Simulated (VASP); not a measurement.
Wanted: the native input for a VASP 6.6.1 run.

| Property | Result |
| --- | --- |
| Task | relaxation of cell and atoms |
| Functional | PBE |
| Potentials or basis | VASP PAW PBE potentials, release 64 (Si, Ge_d) |
| Cutoff | 520 eV |
| k mesh | 4 × 4 × 4 |
| Occupations | gaussian, width 0.15 eV |
| Spin | no spin polarisation |
| Further INCAR settings | PREC = Normal; LREAL = Auto; ALGO = Fast; EDIFF = 1e-05; ISYM = 0; IBRION = 2; EDIFFG = -0.03; NSW = 110; ISIF = 3 |

The structure of Si3Ge lies in POSCAR:

```
Si3Ge
1.0
    3.9573773700      2.1783835500      3.2869943700
   -3.9650220400      2.3635798900      3.1653154600
    0.1565624200     -4.4621480000      3.1696759800
Si Ge
6 2
Direct
    0.6204943300      0.1012490400      0.6185354300
    0.3626769200      0.3644167900      0.8745775300
    0.8630652600      0.3732470600      0.3799176800
    0.3818110800      0.8873433100      0.3781482700
    0.1282547500      0.6143233400      0.6073299700
    0.6090187000      0.6285786700      0.1163138000
    0.8512994100      0.8884809200      0.9000346100
    0.1300743800      0.1630324600      0.1351605200
```

The cell was built by a generator and needn't be a form met in nature.

These files were run (other wordings do the same):

INCAR

```
ALGO = Fast ; EDIFF = 1E-5
EDIFFG = -0.03 ; ENCUT = 520
GGA = PE ; IBRION = 2
ISIF = 3 ; ISMEAR = 0
ISYM = 0 ; KPAR = 2
LASPH = T ; LCHARG = F
LREAL = Auto ; LWAVE = F
NELM = 80 ; NSW = 110
PREC = Normal ; SIGMA = 0.15
```

KPOINTS

```
k-points
0
Gamma
  4 4 4
```

Potentials or basis: VASP PAW PBE potentials, release 64 (Si, Ge_d).

The run is started by

```bash
$ cat potpaw_PBE.64/Si/POTCAR potpaw_PBE.64/Ge_d/POTCAR > POTCAR
$ mpirun -np 2 vasp_std > vasp.out
```

Results of the run:

| Quantity | Value |
| --- | --- |
| Relaxed volume | 21.19 Å³/atom |
| Relaxed cell | a = 5.534 Å, b = 5.535 Å, c = 5.534 Å, α = 90.03°, β = 90.02°, γ = 90.03° |
| Space group after relaxing (to 0.05 Å) | R-3m (No. 166) |
| Energy gained by relaxing | 126.7 meV/atom |
| Ionic steps | 18 |
| Pressure after relaxing | -0.1 GPa |
| Largest force after relaxing | 0.026 eV/Å |
| Band gap on the k mesh | 0.44 eV, direct |

Run time: 2.6 min on 2 MPI ranks on Intel(R) Xeon(R) 6975P-C (Granite Rapids), on a shared host, peak memory 0.26 GiB a rank.
